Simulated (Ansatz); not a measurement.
# Co: which structure wins at one pressure, part 2 of 2

Which of hcp, sc, beta tin, diamond has the lowest enthalpy for Co at one common pressure? The runs shown use LAPW. Companion runs by PAW are cited.

Ansatz 0.2.0; DFT PBEsol; a cell built from a prototype (hcp type), not taken from measurement. The steps go on from the part before.

### 4 Beta tin relaxed under pressure, LAPW

The input, input.yaml:

```yaml
crystal:
  lattice:
    - [-2.1053213522, 2.1053213522, 1.1331459588]
    - [2.1053213522, -2.1053213522, 1.1331459588]
    - [2.1053213522, 2.1053213522, -1.1331459588]
  atoms:
    - { symbol: Co, position: [-0.375, -0.125, -0.25], spin: 1.7 }
    - { symbol: Co, position: [0.375, 0.125, 0.25], spin: 1.7 }
magnetization:
  spin_polarized: true
kpoints:
  mp_grid: { grid: [19, 19, 19] }
scf:
  occupations: { method: fermi_dirac, width: 0.08 }
hamiltonian:
  xc: pbesol
  pseudopotentials: { kind: all_electron, lapw: { basis_error: 0.0005 } }
output:
  forces: true
  stress: true
  eigenvalues: true
relax:
  f_tol: 0.005
  max_steps: 12
  cell: { p_target: 34.0, stress_tol: 0.03 }
```

Launch:

```console
$ ansatz run input.yaml --threads 2 --pin off --max-ram 7168MiB --backend cpu --events-out ev --progress --plain --runs-dir out
```

Log:

```text
The last accepted step is kept in <dir> (removed where the run ends without a failure and the disk answers)
LAPW: plane waves up to 11.236 Å⁻¹, error target 5.0e-4 eV per atom; small_component_spin mean_spin; Co in spheres of 1.057 Å, 17 of its electrons in bands, Dirac shells []
Engine: ansatz 0.2.0
Pseudopotentials: kind: all_electron
Pseudopotential: Co, LAPW, valence charge 17, Koelling and Harmon's equation, gaussian nucleus
Functional definition: PBEsol
  exchange = pbesol_x
  correlation = pbesol_c
Crystal: 2 atoms, lattice volume = 20.090 Å³
Basis set: ecut = 481.0025283466871 eV, 493 PW (Γ), FFT grids on a1+a2, a2, a3, exchange–correlation at level 2
Bands: 23, of which v1, the nominal top of the filled ones, is band 17 counted from 1 (16 counted from 0)
Symmetry: 16 space group operations
Space group: I41/amd (ITA 141), of the structure as read, at distance tolerance 2.7e-5 Å
Magnetic group: BNS 141.551 (UNI 1211), of the structure as read, at distance tolerance 2.7e-5 Å
k-points: 550 of 6859
Non-local potential: Co, projectors of the file, none
Initial density: superposition of atomic densities (chi_scale 0.1, normalization cell)
Starting moments: Σ|m| = 3.4 μB on 2 of 2 sites
Initial wavefunctions: plane waves of lowest kinetic energy (no species holds an atomic orbital)
Functional: x = pbesol(κ = 0.804, μ = 0.12345679012345678), c = pbesol(β = 0.046)
iter 1 solved again at ethr=1.01e-4 eV; its pass at ethr=1.00e-1 eV (dr2=3.44e-2 eV) is discarded
SCF iter   1: F=—  HF=-75767.344924 eV  |F-HF|=—  |Δ(HF+E_count)|=         —  Δρ=1.72e-2 (↑1.21e-2 ↓1.72e-2)  dr2=3.44e-2  dr2_m=2.42e-2  M=2.974 μB ∫|m|=3.007 μB  β_m=0.30  ethr=1.01e-4  ⟨swp⟩=3.0  Hψ=174828  notcnv=0
Mixer restart at iter 1: flushing history
preconditioner: auto → none  [metal: Δε(μ)=0.001 eV  Ē_g=9.955 eV  σ=0.080 eV  W_gap=0.00  n_scr=4 (ndim 8)  ℏωp=35.1 eV  f_vac=0.000  D(μ)=3.32/eV (n_scr^D=52)  sad-step TF]
SCF iter   2: F=—  HF=-75767.374742 eV  |F-HF|=—  |Δ(HF+E_count)|=         —  Δρ=1.21e-2 (↑8.46e-3 ↓1.21e-2)  dr2=2.46e-2  dr2_m=9.49e-3  M=3.027 μB ∫|m|=3.074 μB  β_m=0.30  ethr=1.01e-4  ⟨swp⟩=2.0  Hψ=70480  notcnv=0
Mixer restart at iter 2: flushing history
SCF iter   3: F=—  HF=-75767.385553 eV  |F-HF|=—  |Δ(HF+E_count)|=   1.08e-2  Δρ=8.89e-3 (↑6.08e-3 ↓8.89e-3)  dr2=1.09e-2  dr2_m=5.72e-3  M=3.005 μB ∫|m|=3.062 μB  β_m=0.65  ethr=7.23e-5  ⟨swp⟩=2.0  Hψ=70468  notcnv=0
iter 4 solved again at ethr=1.16e-7 eV; its pass at ethr=3.20e-5 eV (dr2=3.94e-5 eV) is discarded
SCF iter   4: F=—  HF=-75767.407427 eV  |F-HF|=—  |Δ(HF+E_count)|=   2.19e-2  Δρ=9.31e-4 (↑9.31e-4 ↓4.96e-4)  dr2=3.93e-5  dr2_m=8.62e-5  M=2.968 μB ∫|m|=3.063 μB  β_m=0.55  ethr=1.16e-7  ⟨swp⟩=2.7  Hψ=126462  notcnv=0
SCF iter   5: F=—  HF=-75767.407535 eV  |F-HF|=—  |Δ(HF+E_count)|=         —  Δρ=6.14e-4 (↑3.80e-4 ↓6.14e-4)  dr2=1.01e-4  dr2_m=1.93e-5  M=2.960 μB ∫|m|=3.058 μB  β_m=0.70  ethr=1.16e-7  ⟨swp⟩=3.0  Hψ=81493  notcnv=0
the basis was enlarged: its passes take 1.2 MiB over the memory plan, 2 of 2 planned eigensolver slots
SCF iter   6: F=—  HF=-75767.407731 eV  |F-HF|=—  |Δ(HF+E_count)|=   1.96e-4  Δρ=4.50e-4 (↑4.50e-4 ↓3.42e-4)  dr2=4.06e-6  dr2_m=2.68e-5  M=2.968 μB ∫|m|=3.070 μB  β_m=0.85  ethr=1.16e-7  ⟨swp⟩=3.0  Hψ=78014  notcnv=0
SCF iter   7: F=—  HF=-75767.407737 eV  |F-HF|=—  |Δ(HF+E_count)|=   5.82e-6  Δρ=2.58e-4 (↑2.58e-4 ↓1.36e-4)  dr2=5.67e-6  dr2_m=4.68e-6  M=2.973 μB ∫|m|=3.076 μB  β_m=0.93  ethr=1.20e-8  ⟨swp⟩=2.8  Hψ=73019  notcnv=0
SCF iter   8: F=—  HF=-75767.407716 eV  |F-HF|=—  |Δ(HF+E_count)|=   2.12e-5  Δρ=5.78e-5 (↑5.78e-5 ↓3.07e-5)  dr2=2.09e-7  dr2_m=2.83e-7  M=2.975 μB ∫|m|=3.077 μB  β_m=0.88  ethr=1.20e-8  ⟨swp⟩=2.7  Hψ=75222  notcnv=0
SCF iter   9: F=—  HF=-75767.407714 eV  |F-HF|=—  |Δ(HF+E_count)|=   2.06e-6  Δρ=5.41e-6 (↑5.41e-6 ↓3.26e-6)  dr2=2.33e-9  dr2_m=2.45e-9  M=2.975 μB ∫|m|=3.078 μB  β_m=0.89  ethr=6.15e-10  ⟨swp⟩=3.0  Hψ=77890  notcnv=0
SCF iter  10: F=-75767.407714 eV  HF=-75767.407714 eV  |F-HF|=6.10e-9  |Δ(HF+E_count)|=   3.69e-8  Δρ=1.12e-6 (↑1.05e-6 ↓1.12e-6)  dr2=2.23e-11  dr2_m=2.09e-10  M=2.975 μB ∫|m|=3.078 μB  ethr=6.84e-12  ⟨swp⟩=3.0  Hψ=80316  notcnv=0
SCF 1 converged in 10 iterations: F = -75767.407714 eV  dr2 = 2.23e-11
relax step   1: F+E_penalty+E_count = -75767.40771365 eV  Δ(F+E_penalty+E_count) = +0.000e0 eV  max|allowed force component| = 3.469e-18 eV/Å  Δτ_max = 0.0000 Å  P = +33.888 GPa  Ω = 20.090 Å³  (10 SCF iters, accepted)
Crystal: 2 atoms, lattice volume = 20.086 Å³
Basis set: ecut = 481.0707612410459 eV, 493 PW (Γ), FFT grids on a1+a2, a2, a3, exchange–correlation at level 2
Initial density: handed on by an earlier stage of this run
Starting moments: Σ|m| = 3.4 μB on 2 of 2 sites; this step starts from the density that it was given
Initial wavefunctions: those handed on with the density
iter 1 solved again at ethr=1.25e-11 eV; its pass at ethr=1.00e-1 eV (dr2=4.24e-9 eV) is discarded
SCF iter   1: F=—  HF=-75767.406809 eV  |F-HF|=—  |Δ(HF+E_count)|=         —  Δρ=3.90e-5 (↑3.90e-5 ↓3.79e-5)  dr2=2.25e-9  dr2_m=2.71e-7  M=2.974 μB ∫|m|=3.076 μB  β_m=0.65  ethr=1.25e-11  ⟨swp⟩=5.0  Hψ=159465  notcnv=0
preconditioner: auto → none  [metal: Δε(μ)=0.001 eV  Ē_g=9.907 eV  σ=0.080 eV  W_gap=0.00  n_scr=4 (ndim 8)  ℏωp=35.2 eV  f_vac=0.000  D(μ)=3.25/eV (n_scr^D=52)]
SCF iter   2: F=—  HF=-75767.406809 eV  |F-HF|=—  |Δ(HF+E_count)|=   4.67e-8  Δρ=1.95e-5 (↑1.91e-5 ↓1.95e-5)  dr2=3.04e-10  dr2_m=6.83e-8  M=2.974 μB ∫|m|=3.076 μB  β_m=0.65  ethr=6.63e-12  ⟨swp⟩=2.9  Hψ=76098  notcnv=0
SCF iter   3: F=—  HF=-75767.406809 eV  |F-HF|=—  |Δ(HF+E_count)|=   4.74e-9  Δρ=4.84e-6 (↑4.84e-6 ↓3.14e-6)  dr2=6.70e-10  dr2_m=2.81e-9  M=2.973 μB ∫|m|=3.076 μB  β_m=0.53  ethr=1.40e-12 (applied; sched 1.00e-12)  ⟨swp⟩=3.0  Hψ=83888  notcnv=0
SCF iter   4: F=-75767.406809 eV  HF=-75767.406809 eV  |F-HF|=8.73e-11  |Δ(HF+E_count)|=   5.18e-9  Δρ=9.00e-7 (↑2.83e-7 ↓9.00e-7)  dr2=7.64e-11  dr2_m=5.30e-11  M=2.973 μB ∫|m|=3.076 μB  ethr=1.30e-12 (applied; sched 1.00e-12)  ⟨swp⟩=3.0  Hψ=81519  notcnv=0
SCF 2 converged in 4 iterations: F = -75767.406809 eV  dr2 = 7.64e-11
relax step   2: F+E_penalty+E_count = -75767.40680884 eV  Δ(F+E_penalty+E_count) = +9.048e-4 eV  max|allowed force component| = 3.469e-18 eV/Å  Δτ_max = 0.0000 Å  P = +33.951 GPa  Ω = 20.086 Å³  (4 SCF iters, accepted)
Crystal: 2 atoms, lattice volume = 20.083 Å³
Basis set: ecut = 481.123350777605 eV, 493 PW (Γ), FFT grids on a1+a2, a2, a3, exchange–correlation at level 2
iter 1 solved again at ethr=7.55e-12 eV; its pass at ethr=1.00e-1 eV (dr2=2.57e-9 eV) is discarded
SCF iter   1: F=—  HF=-75767.406111 eV  |F-HF|=—  |Δ(HF+E_count)|=         —  Δρ=3.14e-5 (↑3.14e-5 ↓3.06e-5)  dr2=1.26e-9  dr2_m=1.77e-7  M=2.972 μB ∫|m|=3.075 μB  β_m=0.65  ethr=7.55e-12  ⟨swp⟩=5.0  Hψ=159480  notcnv=0
preconditioner: auto → none  [metal: Δε(μ)=0.001 eV  Ē_g=9.908 eV  σ=0.080 eV  W_gap=0.00  n_scr=4 (ndim 8)  ℏωp=35.2 eV  f_vac=0.000  D(μ)=3.25/eV (n_scr^D=52)]
SCF iter   2: F=—  HF=-75767.406111 eV  |F-HF|=—  |Δ(HF+E_count)|=   3.47e-8  Δρ=1.66e-5 (↑1.60e-5 ↓1.66e-5)  dr2=2.86e-10  dr2_m=4.88e-8  M=2.972 μB ∫|m|=3.075 μB  β_m=0.65  ethr=3.71e-12  ⟨swp⟩=2.6  Hψ=75643  notcnv=0
SCF iter   3: F=-75767.406110 eV  HF=-75767.406111 eV  |F-HF|=6.06e-8  |Δ(HF+E_count)|=   3.38e-9  Δρ=4.37e-6 (↑4.37e-6 ↓1.54e-6)  dr2=3.67e-9  dr2_m=6.51e-10  M=2.972 μB ∫|m|=3.075 μB  ethr=1.40e-12 (applied; sched 1.00e-12)  ⟨swp⟩=3.0  Hψ=83815  notcnv=0
SCF 3 converged in 3 iterations: F = -75767.406110 eV  dr2 = 3.67e-9
relax step   3: F+E_penalty+E_count = -75767.40611047 eV  Δ(F+E_penalty+E_count) = +6.984e-4 eV  max|allowed force component| = 6.939e-18 eV/Å  Δτ_max = 0.0000 Å  P = +33.999 GPa  Ω = 20.083 Å³  (3 SCF iters, accepted)
iter 1 solved again at ethr=2.29e-12 eV; its pass at ethr=1.00e-1 eV (dr2=7.79e-10 eV) is discarded
SCF iter   1: F=—  HF=-75767.406111 eV  |F-HF|=—  |Δ(HF+E_count)|=         —  Δρ=5.18e-6 (↑5.18e-6 ↓3.36e-6)  dr2=7.70e-10  dr2_m=3.21e-9  M=2.972 μB ∫|m|=3.074 μB  β_m=0.65  ethr=2.29e-12  ⟨swp⟩=3.0  Hψ=114612  notcnv=0  trunc=3  reapply=6
preconditioner: auto → none  [metal: Δε(μ)=0.001 eV  Ē_g=9.908 eV  σ=0.080 eV  W_gap=0.00  n_scr=4 (ndim 8)  ℏωp=35.2 eV  f_vac=0.000  D(μ)=3.26/eV (n_scr^D=52)]
SCF iter   2: F=—  HF=-75767.406111 eV  |F-HF|=—  |Δ(HF+E_count)|=   4.16e-9  Δρ=1.39e-6 (↑7.22e-7 ↓1.39e-6)  dr2=5.28e-10  dr2_m=2.25e-11  M=2.972 μB ∫|m|=3.075 μB  β_m=0.42  ethr=2.26e-12  ⟨swp⟩=3.0  Hψ=83267  notcnv=0
iter 3 solved again at ethr=1.00e-12 eV; its pass at ethr=1.55e-12 eV (dr2=7.47e-13 eV) is discarded
SCF iter   3: F=-75767.406111 eV  HF=-75767.406111 eV  |F-HF|=4.37e-11  |Δ(HF+E_count)|=   3.30e-9  Δρ=7.83e-7 (↑7.83e-7 ↓7.66e-7)  dr2=7.47e-13  dr2_m=1.10e-10  M=2.972 μB ∫|m|=3.075 μB  ethr=1.00e-12  ⟨swp⟩=2.0  Hψ=131870  notcnv=0
SCF 4 converged in 3 iterations: F = -75767.406111 eV  dr2 = 7.47e-13
relax step   4: F+E_penalty+E_count = -75767.40611053 eV  Δ(F+E_penalty+E_count) = -5.560e-8 eV  max|allowed force component| = 6.939e-18 eV/Å  Δτ_max = 0.0000 Å  P = +33.999 GPa  Ω = 20.083 Å³  stress off target by 8.85e-4 GPa  SCF on the basis re-selected at this cell (its energy is not comparable with the rows above)  (3 SCF iters)
basis re-selected at this cell: Δ(F+E_penalty+E_count) = -5.560e-8 eV, ΔP = +0.000 GPa vs the last step (what re-selecting the basis moved, after the strain that the cell walked since its last selection, with what the two solves' SCF thresholds leave and, on support functions, any second-order correction that the steps lacked; it is no measure of the basis error at this ecutwfc). This SCF's stress stands 8.85e-4 GPa from its target on what of the cell is left free (relax.cell.stress_tol is 3.00e-2 GPa) and its largest allowed force component is 6.94e-18 eV/Å (relax.f_tol is 5.00e-3 eV/Å): within both
SCF converged after 3 iterations
Magnetization: 2.9720 μB (18.4860 up, 15.5140 down)
Absolute magnetization: 3.0745 μB (∫|ρ↑−ρ↓|)
Spin contamination: 0.0248 ħ² per cell (⟨S²⟩ above its minimum at these occupations)
Per-site moments (μB) at R_I (Å): [(1.5046594118589098, 1.0572765394047154), (1.5046594118589098, 1.0572765394047154)]
Free energy (F): -75767.406111 eV
Harris-Foulkes:  -75767.406111 eV  (|F-HF|=4.37e-11)
Internal energy: -75767.338139 eV  (E = F + TS)
E sigma→0 (E₀):  -75767.372125 eV
Entropy (-TS):   -0.067972 eV (-33.986 meV/atom)
Fermi energy:    21.012431 eV
--- Per-component energies (eV) ---
  E_band       = -417.522183
  E_kinetic    = 76898.622967
  E_xc         = -3184.652396
  E_electrostatic = -149481.308709  (all electrons and nuclei)
  E_smearing   = -0.067972  (= −TS)
  E_closure    = 0.000000  (closes the sum)
  E_atoms      = -75750.878730  (free atoms, spherical and without spin; not in F)
  Σ components = -75767.406111   (vs F -75767.406111, Δ=0.00e0)
  Basis errors (estimates in eV, not in F): energy 1.8e-4 per atom: plane waves 1.6e-4 (8.7e-5 summed), levels above the bands 2.2e-78, relativity 1.2e-8, radial functions 1.8e-5, core shells 1.5e-7; eigenvalues (radial functions only) 1.8e-7; not estimated: angular momenta, meshes, grids; target (lapw.basis_error) 5.0e-4; muffin-tin radii Co 1.057 Å
--- Forces (eV/Å), atoms counted from 1 ---
  atom   1  Co    -0.00000000     0.00000000     0.00000000
  atom   2  Co    -0.00000000     0.00000000     0.00000000
  max |Σ_I F_I| component: 2.78e-17 eV/Å
--- Stress (GPa, compression-positive) ---
       33.999115       0.000000       0.000000
        0.000000      33.999115       0.000000
        0.000000       0.000000      33.999422
  P = ⅓ Tr σ = 33.9992 GPa (339.992 kbar)
--- Band table (eV; the first three rows and the last of 1100) ---
  k-point 0 ↑: bands = ["-74.9347", "-74.7388", "-38.5347", "-38.5347", "-38.0123", "-38.0047", "-37.9953", "-37.9953", "11.2681", "14.8617", "16.2978", "16.6780", "17.1536", "19.4881", "19.4881", "19.5271", "19.5271", "20.5051", "21.5127", "27.6029", "27.6029", "34.3343", "36.8894"]
  k-point 1 ↑: bands = ["-74.9334", "-74.7401", "-38.5315", "-38.5315", "-38.0231", "-38.0043", "-37.9995", "-37.9881", "11.3200", "14.8881", "16.3135", "16.6657", "17.1408", "19.4841", "19.4987", "19.5373", "19.5382", "20.4842", "21.4343", "27.2820", "27.7324", "34.5233", "37.0954"]
  k-point 2 ↑: bands = ["-74.9294", "-74.7440", "-38.5221", "-38.5220", "-38.0430", "-38.0119", "-38.0031", "-37.9792", "11.4745", "14.9647", "16.3608", "16.6312", "17.1048", "19.4686", "19.5285", "19.5671", "19.5680", "20.4233", "21.2228", "26.4663", "28.0999", "34.8963", "37.7627"]
  k-point 549 ↓: bands = ["-73.0342", "-73.0328", "-36.8918", "-36.8882", "-36.2543", "-36.2525", "-36.1648", "-36.1624", "16.3333", "16.3971", "18.4086", "18.4176", "19.4143", "19.4821", "20.7696", "20.8741", "21.3735", "21.3740", "21.4249", "21.4330", "27.6243", "27.7326", "43.4827"]
--- Relaxed structure (3 steps of the walk, 3 accepted, 1 SCFs on fresh bases) ---
  F+E_penalty+E_count = -75767.40611053 eV   max|allowed force component| = 6.939e-18 eV/Å   (the final SCF, on the basis selected at the relaxed cell)
  cell:  # Å, volume = 20.0826 Å³
    - [-2.1050855505698043, 2.1050855505698043, 1.132972920307094]
    - [2.1050855505698043, -2.1050855505698043, 1.132972920307094]
    - [2.1050855505698043, 2.1050855505698043, -1.132972920307094]
  atoms:
    - { symbol: Co, position: [-0.375, -0.125, -0.25] }
    - { symbol: Co, position: [0.375, 0.125, 0.25] }
```

Run time: 6.6 min. Hardware: 2 threads of Arm Neoverse V2, shared host; peak memory 2.4 GiB.

Step by step:

```tsv
step	energy from step 1 (eV/cell)	largest force component (eV/Å)	pressure (GPa)	volume (Å³)
1	0.0000	0.0000	33.89	20.09
2	0.0009	0.0000	33.95	20.09
3	0.0016	0.0000	34.00	20.08
4	0.0016	0.0000	34.00	20.08
```

Step 1 is the start. Step 4 repeats the geometry before on a plane-wave basis chosen anew for that cell, so the energy can jump there without any move; the table keeps such jumps.

| input's cell | before | after | change |
| --- | --- | --- | --- |
| a (Å) | 3.186 | 3.185 | -0.0 % |
| b (Å) | 3.186 | 3.185 | -0.0 % |
| c (Å) | 3.186 | 3.185 | -0.0 % |
| volume (Å³/atom) | 10.05 | 10.04 | -0.0 % |

Result: pressure 34.00 GPa; no gap; spin moments Co1 1.50 μB.

### 5 Diamond relaxed under pressure, LAPW

The input, input.yaml:

```yaml
crystal:
  lattice:
    - [0.0, 2.2996451071, 2.2996451071]
    - [2.2996451071, 0.0, 2.2996451071]
    - [2.2996451071, 2.2996451071, 0.0]
  atoms:
    - { symbol: Co, position: [-0.125, -0.125, -0.125], spin: 1.7 }
    - { symbol: Co, position: [0.125, 0.125, 0.125], spin: 1.7 }
magnetization:
  spin_polarized: true
kpoints:
  mp_grid: { grid: [15, 15, 15] }
scf:
  occupations: { method: fermi_dirac, width: 0.08 }
hamiltonian:
  xc: pbesol
  pseudopotentials: { kind: all_electron, lapw: { basis_error: 0.0005 } }
output:
  forces: true
  stress: true
  eigenvalues: true
relax:
  f_tol: 0.005
  max_steps: 12
  cell: { p_target: 34.0, stress_tol: 0.03 }
```

Launch:

```console
$ ansatz run input.yaml --threads 2 --pin off --max-ram 7168MiB --backend cpu --events-out ev --progress --plain --runs-dir out
```

Log (excerpt; [...] marks lines left out):

```text
[...]
LAPW: plane waves up to 12.414 Å⁻¹, error target 5.0e-4 eV per atom; small_component_spin mean_spin; Co in spheres of 0.966 Å, 23 of its electrons in bands, Dirac shells []
[...]
[... 1 set-up line as earlier in the session ...]
Pseudopotential: Co, LAPW, valence charge 23, Koelling and Harmon's equation, gaussian nucleus
[... 1 set-up line as earlier in the session ...]
[...]
Crystal: 2 atoms, lattice volume = 24.323 Å³
Basis set: ecut = 587.1749434658831 eV, 749 PW (Γ), exchange–correlation at level 2
Bands: 30, of which v1, the nominal top of the filled ones, is band 23 counted from 1 (22 counted from 0)
[... 1 set-up line as earlier in the session ...]
Space group: Fd-3m (ITA 227), of the structure as read, at distance tolerance 2.9e-5 Å
Magnetic group: BNS 227.128 (UNI 1630), of the structure as read, at distance tolerance 2.9e-5 Å
k-points: 120 of 3375
[...]
Starting moments: Σ|m| = 3.4 μB on 2 of 2 sites
[...]
SCF iter   1: F=—  HF=-75765.438694 eV  |F-HF|=—  |Δ(HF+E_count)|=         —  Δρ=4.39e-2 (↑2.24e-2 ↓4.39e-2)  dr2=7.12e-1  dr2_m=1.23e-1  M=2.536 μB ∫|m|=2.568 μB  β_m=0.30  ethr=1.54e-3  ⟨swp⟩=2.0  Hψ=43021  notcnv=0
[...]
spin=Collinear: Kerker preconditioning applied to the charge; magnetization (m = ρ↑ − ρ↓) channel mixes plain (no charge-response kernel on spin).
[...]
the basis was enlarged: its passes take 498.5 KiB over the memory plan, 2 of 2 planned eigensolver slots
[...]
WARN: the starting moments were not kept: the SCF closed with an absolute magnetisation of 2.9e-6 μB, where they sum to 3.4 μB in size (2 sites). That is at most 0.1 of that sum. Measured as dr2_m measures the in/out step, that magnetisation stands 2.3e-12 eV from none, at or under the [...]
relax step   1: F+E_penalty+E_count = -75765.64123710 eV  Δ(F+E_penalty+E_count) = +0.000e0 eV  max|allowed force component| = 4.626e-17 eV/Å  Δτ_max = 0.0000 Å  P = +33.649 GPa  Ω = 24.323 Å³  (14 SCF iters, accepted)
[...]
Starting moments: Σ|m| = 3.4 μB on 2 of 2 sites; this step starts from the density that it was given
[...]
SCF iter   5: F=-75765.634539 eV  HF=-75765.634539 eV  |F-HF|=8.03e-9  |Δ(HF+E_count)|=   7.63e-8  Δρ=1.72e-6 (↑1.72e-6 ↓1.71e-6)  dr2=2.74e-9  dr2_m=3.77e-15  M=0.000 μB ∫|m|=0.000 μB  ethr=1.59e-11 (applied; sched 1.08e-11)  ⟨swp⟩=3.0  Hψ=22840  notcnv=0
```

### 6 More of the same log: diamond relaxed under pressure, LAPW

Output, continued (excerpt; [...] marks lines left out):

```text
[...]
relax step   2: F+E_penalty+E_count = -75765.63453931 eV  Δ(F+E_penalty+E_count) = +6.698e-3 eV  max|allowed force component| = 1.850e-16 eV/Å  Δτ_max = 0.0000 Å  P = +34.033 GPa  Ω = 24.291 Å³  (5 SCF iters, accepted)
[...]
relax step   3: F+E_penalty+E_count = -75765.63511467 eV  Δ(F+E_penalty+E_count) = -5.754e-4 eV  max|allowed force component| = 1.943e-16 eV/Å  Δτ_max = 0.0000 Å  P = +34.000 GPa  Ω = 24.294 Å³  (2 SCF iters, accepted)
[...]
relax step   4: F+E_penalty+E_count = -75765.63511466 eV  Δ(F+E_penalty+E_count) = +5.733e-9 eV  max|allowed force component| = 1.758e-16 eV/Å  Δτ_max = 0.0000 Å  P = +34.000 GPa  Ω = 24.294 Å³  stress off target by 2.87e-4 GPa  SCF on the basis re-selected at this cell (its energy is not [...]
SCF converged after 3 iterations
Magnetization: 0.0000 μB (23.0000 up, 23.0000 down)
Absolute magnetization: 0.0000 μB (∫|ρ↑−ρ↓|)
[...]
  atom   2  Co    -0.00000000    -0.00000000    -0.00000000
[...]
--- Stress (GPa, compression-positive) ---
       33.999713       0.000000       0.000000
        0.000000      33.999713       0.000000
        0.000000       0.000000      33.999713
  P = ⅓ Tr σ = 33.9997 GPa (339.997 kbar)
--- Band table (eV; the first three rows and the last of 240) ---
[...]
--- Relaxed structure (3 steps of the walk, 3 accepted, 1 SCFs on fresh bases) ---
  F+E_penalty+E_count = -75765.63511466 eV   max|allowed force component| = 1.758e-16 eV/Å   (the final SCF, on the basis selected at the relaxed cell)
  cell:  # Å, volume = 24.2937 Å³
    - [-8.279979553455334e-35, 2.298730777378394, 2.298730777378394]
    - [2.298730777378394, 2.6591472796673866e-34, 2.298730777378394]
    - [2.298730777378394, 2.298730777378394, 3.1049923325457505e-34]
  atoms:
    - { symbol: Co, position: [-0.12500000000000003, -0.12500000000000003, -0.12500000000000003] }
    - { symbol: Co, position: [0.12500000000000003, 0.12500000000000003, 0.12500000000000003] }
```

It took 2.5 min on 2 threads of Arm Neoverse V2, shared host; peak memory 0.97 GiB.

Relaxation path:

```tsv
step	energy from step 1 (eV/cell)	largest force component (eV/Å)	pressure (GPa)	volume (Å³)
1	0.0000	0.0000	33.65	24.32
2	0.0067	0.0000	34.03	24.29
3	0.0061	0.0000	34.00	24.29
4	0.0061	0.0000	34.00	24.29
```

Step 1 is the start. Step 4 repeats the geometry before on a plane-wave basis chosen anew for that cell, so the energy can jump there without any move; the table keeps such jumps.

| input's cell | before | after | change |
| --- | --- | --- | --- |
| a (Å) | 3.252 | 3.251 | -0.0 % |
| b (Å) | 3.252 | 3.251 | -0.0 % |
| c (Å) | 3.252 | 3.251 | -0.0 % |
| volume (Å³/atom) | 12.16 | 12.15 | -0.1 % |

In short: pressure 34.00 GPa; no gap.

### 7 The series in one table

The PAW rows are taken from companion runs at the same settings.

Enthalpy per atom, H = F + pV at p = 34 GPa, from each method's lowest phase:

```
method     start  space group, start → end  volume (Å³/atom)  pressure (GPa)  enthalpy (meV/atom)  largest moment (μB)
  LAPW       hcp       P6_3/mmc → P6_3/mmc             9.301            34.0                  0.0                 1.51
  LAPW        sc             Pm-3m → Pm-3m            10.379            34.0               1136.4                 1.45
  LAPW  beta tin       I4_1/amd → I4_1/amd            10.041            34.0                792.8                 1.50
  LAPW   diamond             Fd-3m → Fd-3m            12.147            34.0               2125.1                 0.00
   PAW       hcp       P6_3/mmc → P6_3/mmc             9.305            34.0                  0.0                 1.51
   PAW        sc             Pm-3m → Pm-3m            10.383            34.0               1138.2                 1.43
   PAW  beta tin       I4_1/amd → I4_1/amd            10.045            34.0                794.4                 1.48
   PAW   diamond             Fd-3m → Fd-3m            12.161            34.0               2124.8                 0.00
```

### 8 What came out

What follows sums up all 2 parts.

| quantity | value |
| --- | --- |
| pressure | 34 GPa |
| lowest (LAPW) | hcp, 792.8 meV/atom under beta tin |
| lowest (PAW) | hcp, 794.4 meV/atom under beta tin |

In words: By LAPW the order is hcp < beta tin < sc < diamond. By PAW the order is hcp < beta tin < sc < diamond. The methods agree on the lowest phase. Only these structures were tried, with electrons smeared by 0.08 eV and without vibrations, so the true ground state may be another. The k meshes differ between phases and weren't tested, which can move differences by some meV. Other magnetic orders may lie lower; this is the state that the run reached.
